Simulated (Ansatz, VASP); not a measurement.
## One calculation of Hf, two programs

The input INCAR:

```
PREC = Accurate ; ENCUT = 520
EDIFF = 1E-7 ; ISMEAR = -1
SIGMA = 0.05 ; LREAL = False
LASPH = True ; NELM = 100
ALGO = Normal ; ISIF = 2
LWAVE = False ; LCHARG = True
GGA = PE ; LELF = True
LVHAR = True ; NBANDS = 17
```

The input KPOINTS:

```
Automatic mesh
0
Gamma
  10 10 5
```

File POSCAR:

```
Hf
1.0
    3.1967000000     -0.0319670000      0.0000000000
   -1.6260342341      2.7844069083      0.0000000000
    0.0000000000      0.0000000000      5.0578000000
Hf
2
Direct
    0.6666666667      0.3333333333      0.7500000000
    0.3333333333      0.6666666667      0.2500000000
```

File input.yaml:

```yaml
crystal:
  lattice:
    - [3.1967, -0.031967, 0.0]
    - [-1.6260342341, 2.7844069083, 0.0]
    - [0.0, 0.0, 5.0578]
  atoms:
    - { symbol: Hf, position: [0.6666666667, 0.3333333333, 0.75] }
    - { symbol: Hf, position: [0.3333333333, 0.6666666667, 0.25] }
kpoints:
  mp_grid: { grid: [10, 10, 5] }
scf:
  occupations: { method: fermi_dirac, width: 0.05 }
hamiltonian:
  xc: pbe
  pseudopotentials: { kind: all_electron, lapw: { basis_error: 0.001 } }
output:
  forces: true
  stress: true
  eigenvalues: true
```

Change from the starting cell: strain = -0.02.

Alike in both runs: task single point; functional PBE; k mesh 10 × 10 × 5; occupations fermi-dirac, width 0.05 eV; no spin polarisation.

```csv
,VASP,Ansatz
version,VASP 6.6.1,Ansatz 0.2.0
potentials or method,"VASP PAW PBE potentials, release 64 (Hf_pv)","all-electron LAPW, scalar-relativistic"
plane-wave cutoff (eV),520,see its input
```

```csv
,VASP,Ansatz,Ansatz less VASP
gap on the k mesh at the Fermi level (eV),none,none,-
pressure (GPa),0.2,0.6,+0.46
largest component of the traceless stress (GPa),1.33,1.33,0.000
rms of the force components (eV/Å),0.029,0.029,+0.0004
```

Atom by atom the forces differ by 0.000 eV/Å (rms over components). A gap of «none» marks a metal or a gap that the smearing closes. Ansatz ran all-electron here, so the differences hold the error of VASP's frozen core and of both bases.

Spin-orbit coupling is left out, which matters for the levels of Hf.
